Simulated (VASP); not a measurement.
**VASP 6.6.1 run: CaO**

INCAR

```
ISMEAR = 0
IBRION = -1
LASPH = .TRUE.
ISIF = 2
LREAL = .FALSE.
ENCUT = 520
LCHARG = .FALSE.
SIGMA = 0.01
NSW = 0
LWAVE = .FALSE.
NBANDS = 15
EDIFF = 0.0001
GGA = PS
NELM = 120
PREC = Accurate
```

KPOINTS

```
KPOINTS created by Atomic Simulation Environment
0
Gamma
10 10 10
0 0 0
```

POSCAR

```
Ca O
 1.0000000000000000
    -0.0000000000000000    2.3975501229068663    2.3975501229068663
     2.3975501229068663   -0.0000000000000000    2.3975501229068663
     2.3975501229068663    2.3975501229068663   -0.0000000000000000
 Ca  O
   1   1
Cartesian
  0.0000000000000000  0.0000000000000000  0.0000000000000000
  2.3975501229068663  2.3975501229068663  2.3975501229068663
```

The recommended PBE PAW datasets give the neutral cell 16 valence electrons.

Command

```
mpirun -np 1 vasp_std
```

OSZICAR

```
N       E                     dE             d eps       ncg     rms          rms(c)
DAV:   1     0.124191209393E+03    0.12419E+03   -0.83346E+03  1410   0.109E+03
DAV:   2    -0.953295996243E+01   -0.13372E+03   -0.12375E+03  1760   0.290E+02
DAV:   3    -0.147894125223E+02   -0.52565E+01   -0.52185E+01  1704   0.597E+01
DAV:   4    -0.149277656166E+02   -0.13835E+00   -0.13827E+00  1946   0.879E+00
DAV:   5    -0.149291764053E+02   -0.14108E-02   -0.14108E-02  1677   0.846E-01    0.806E+00
DAV:   6    -0.135089737461E+02    0.14202E+01   -0.42998E+00  1586   0.208E+01    0.354E+00
DAV:   7    -0.134267234224E+02    0.82250E-01   -0.36482E-01  1606   0.630E+00    0.177E+00
DAV:   8    -0.134111021480E+02    0.15621E-01   -0.71554E-02  1809   0.289E+00    0.392E-01
DAV:   9    -0.134099124371E+02    0.11897E-02   -0.47889E-03  1473   0.573E-01    0.102E-01
DAV:  10    -0.134102947069E+02   -0.38227E-03   -0.51489E-04  1726   0.262E-01    0.506E-02
DAV:  11    -0.134102636539E+02    0.31053E-04   -0.35336E-05   999   0.912E-02
   1 F= -.13410264E+02 E0= -.13410264E+02  d E =-.378348-100
```

Standard output (part)

```
POSCAR found type information on POSCAR CaO
 POSCAR found :  2 types and       2 ions
 LDA part: xc-table for (Slater+PW92), standard interpolation
 POSCAR, INCAR and KPOINTS ok, starting setup
 WAVECAR not read
 entering main loop
```

From OUTCAR

```
k-points           NKPTS =     47   k-points in BZ     NKDIM =     47   number of bands    NBANDS=     15

   NELECT =      16.0000    total number of electrons

   dimension x,y,z NGX =    28 NGY =   28 NGZ =   28
   dimension x,y,z NGXF=    56 NGYF=   56 NGZF=   56

  energy-cutoff  :      520.00
  volume of cell :       27.56
      direct lattice vectors                 reciprocal lattice vectors
     0.000000000  2.397550123  2.397550123    -0.208546214  0.208546214  0.208546214
     2.397550123  0.000000000  2.397550123     0.208546214 -0.208546214  0.208546214
     2.397550123  2.397550123  0.000000000     0.208546214  0.208546214 -0.208546214

 k-points in reciprocal lattice and weights: KPOINTS created by Atomic Simulation Env
   0.00000000  0.00000000  0.00000000       0.001
   0.10000000  0.00000000  0.00000000       0.008
   0.20000000  0.00000000  0.00000000       0.008
   0.30000000  0.00000000  0.00000000       0.008
   0.40000000  0.00000000  0.00000000       0.008
   0.50000000  0.00000000  0.00000000       0.004
   0.10000000  0.10000000  0.00000000       0.006
   0.20000000  0.10000000  0.00000000       0.024
   ...

 E-fermi :   2.3821

 k-point     1 :       0.0000    0.0000    0.0000
  band No.  band energies     occupation
      1     -35.1210      2.00000
      2     -15.9567      2.00000
      3     -15.9567      2.00000
      4     -15.9567      2.00000
      5     -13.2243      2.00000
      6       2.2337      2.00000
      7       2.2337      2.00000
      8       2.2337      2.00000
      9       6.8538      0.00000
     10       8.4451      0.00000
     11       8.4451      0.00000
     12       8.4451      0.00000
     13       9.9944      0.00000
     14       9.9944      0.00000
     15      17.1058      0.00000

 k-point     2 :       0.1000    0.0000    0.0000
  band No.  band energies     occupation
      1     -35.1105      2.00000
      2     -16.1111      2.00000
      3     -15.9622      2.00000
      4     -15.9622      2.00000
      5     -13.0634      2.00000
      6       1.8600      2.00000
      7       2.0903      2.00000
      8       2.0903      2.00000
      9       7.3200      0.00000
     10       8.4057      0.00000
     11       8.6212      0.00000
     12       8.6212      0.00000
     13      10.2413      0.00000
     14      10.2413      0.00000
     15      17.5324      0.00000

 k-point     3 :       0.2000    0.0000    0.0000
  band No.  band energies     occupation
      1     -35.0831      2.00000
      2     -16.4553      2.00000
      3     -15.9764      2.00000
      4     -15.9764      2.00000
      5     -12.7008      2.00000
      6       1.0670      2.00000
      7       1.7472      2.00000
      8       1.7472      2.00000
      9       8.2717      0.00000
     10       8.5250      0.00000
     11       9.1079      0.00000
     12       9.1079      0.00000
     13      10.8809      0.00000
     14      10.8809      0.00000
     15      18.1957      0.00000

 ...

  Total       -0.2414430     -0.2414430     -0.2414430      0.0000000      0.0000000     -0.0000000
  in kB      -14.0343421    -14.0343421    -14.0343421      0.0000000      0.0000000     -0.0000000
  external PRESSURE =     -14.0343421 kB  Pullay stress =       0.0000000 kB

 POSITION                                       TOTAL-FORCE (eV/Angst)
 -----------------------------------------------------------------------------------
      0.00000      0.00000      0.00000        -0.000000      0.000000      0.000000
      2.39755      2.39755      2.39755         0.000000     -0.000000     -0.000000
 -----------------------------------------------------------------------------------
    total drift:                                0.000000      0.000000      0.000000

  FREE ENERGIE OF THE ION-ELECTRON SYSTEM (eV)
  ---------------------------------------------------
  free  energy   TOTEN  =       -13.4102636539 eV

  energy  without entropy=      -13.4102636539  energy(sigma->0) =      -13.41026365
```

It converged. Results: gap between bands v and c on the k mesh 3.53 eV; least direct gap on the k mesh 3.91 eV; pressure -1.4 GPa. Band v is the last that the valence electrons fill when counted band by band, and c is the next.

For comparison, a separate PBEsol run of the intended cell, on usual settings and not on those above, gives a gap of 3.53 eV on its mesh and a pressure of -1.4 GPa.

The run above took about 8.4 s on one core of a shared host (Intel Xeon 6975P-C) and held 0.17 GiB at most.
